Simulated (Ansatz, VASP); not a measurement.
C in VASP and in Ansatz

The input INCAR:

```
SYSTEM = C
PREC = Accurate
ENCUT = 600
EDIFF = 1E-7
ISMEAR = -1
SIGMA = 0.05
LREAL = .FALSE.
LASPH = .TRUE.
NELM = 60
ALGO = Fast
ISIF = 3
LWAVE = .FALSE.
LCHARG = .FALSE.
GGA = PE
IBRION = 2
NSW = 40
EDIFFG = -0.01
```

The input KPOINTS:

```
Automatic mesh
0
G
  12 12 4
  0 0 0
```

POSCAR

```
C
1.0
    2.5221000000      0.0000000000      0.0000000000
   -1.2610500000      2.1842026709      0.0000000000
    0.0000000000      0.0000000000      8.2371000000
C
8
Direct
    0.6666666667      0.3333333333      0.8437500000
    0.3333333333      0.6666666667      0.3437500000
    0.6666666667      0.3333333333      0.6562500000
    0.3333333333      0.6666666667      0.1562500000
    0.0000000000      0.0000000000      0.9062500000
    0.0000000000      0.0000000000      0.4062500000
    0.0000000000      0.0000000000      0.5937500000
    0.0000000000      0.0000000000      0.0937500000
```

Contents of input.yaml:

```yaml
crystal:
  lattice:
    - [2.5221, 0.0, 0.0]
    - [-1.26105, 2.1842026709, 0.0]
    - [0.0, 0.0, 8.2371]
  atoms:
    - { symbol: C, position: [0.6666666667, 0.3333333333, 0.84375] }
    - { symbol: C, position: [0.3333333333, 0.6666666667, 0.34375] }
    - { symbol: C, position: [0.6666666667, 0.3333333333, 0.65625] }
    - { symbol: C, position: [0.3333333333, 0.6666666667, 0.15625] }
    - { symbol: C, position: [0.0, 0.0, 0.90625] }
    - { symbol: C, position: [0.0, 0.0, 0.40625] }
    - { symbol: C, position: [0.0, 0.0, 0.59375] }
    - { symbol: C, position: [0.0, 0.0, 0.09375] }
hamiltonian:
  xc: pbe
  pseudopotentials: { kind: paw }
kpoints:
  mp_grid: { grid: [12, 12, 4] }
scf:
  occupations: { method: fermi_dirac, width: 0.05 }
output:
  forces: true
  stress: true
  write_density: true
  write_potential: true
  elf: true
  volumetric_format: npy
relax:
  f_tol: 0.01
  max_steps: 40
  cell: { stress_tol: 0.05 }
```

This is a hexagonal form of diamond, not graphite.

Alike in both runs: task relaxation of cell and atoms; functional PBE; k mesh 12 × 12 × 4; occupations fermi-dirac, width 0.05 eV; no spin polarisation.

|  | VASP | Ansatz |
| --- | --- | --- |
| version | VASP 6.6.1 | Ansatz 0.2.0 |
| potentials or method | VASP PAW PBE potentials, release 54 (C) | Ansatz PAW |
| plane-wave cutoff (eV) | 600 | 420 |
| valence electrons in the cell | 32 | 32 |

VASP gave:

- gap on the k mesh at the Fermi level, each at its own relaxed structure (eV): 4.53
- relaxed volume (Å³/atom): 5.70
- relaxed cell length with the largest relative difference (Å): 8.304
- energy change over the relaxation (meV/atom): -3

Problem. Estimate Ansatz's values.

Solution. gap on the k mesh at the Fermi level, each at its own relaxed structure (eV): 4.54; relaxed volume (Å³/atom): 5.70; relaxed cell length with the largest relative difference (Å): 8.305; energy change over the relaxation (meV/atom): -3.

Caveats: the plane-wave basis is chosen anew once the cell has moved, so the energies of steps on either side of that aren't comparable (Ansatz); the pressure holds a Pulay correction of +1.0 GPa for the finite cutoff (Ansatz). A k mesh can miss the band edges. Zero-point motion and thermal expansion aren't in these numbers. PBE gaps usually lie below the measured ones, often by a third to a half.
